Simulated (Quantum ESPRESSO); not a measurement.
# Sr: equation of state with PBEsol

Crystal: Sr.

```
CELL_PARAMETERS angstrom
0.00000 3.04235 3.04235
3.04235 0.00000 3.04235
3.04235 3.04235 0.00000
ATOMIC_POSITIONS crystal
Sr 0.00000 0.00000 0.00000
```

```
Program             : Quantum ESPRESSO 7.5
Task                : equation of state
Functional          : PBEsol
Potentials or basis : PseudoDojo 0.4.1 SR PBEsol standard
Cutoff              : 925 eV
Density cutoff      : 3701 eV
k mesh              : 8 × 8 × 8
Occupations         : fermi-dirac, width 0.05 eV
Spin                : no spin polarisation
```

The equilibrium volume is 51.83 Å³/atom (rough: see the caveat) and the bulk modulus is 12.5 GPa (rough).

Energy against volume, from the lowest point:
| volume (Å³/atom) | energy (meV/atom) |
| --- | --- |
| 52.940 | 0.00 |
| 54.067 | 2.62 |
| 55.193 | 6.82 |
| 56.319 | 12.46 |
| 57.446 | 19.40 |
| 58.572 | 27.52 |
| 59.698 | 36.72 |

All runs of the series together: 93 s on 1 thread of Arm Neoverse V2 (shared host).

Caveat: the minimum lies outside the volumes run.
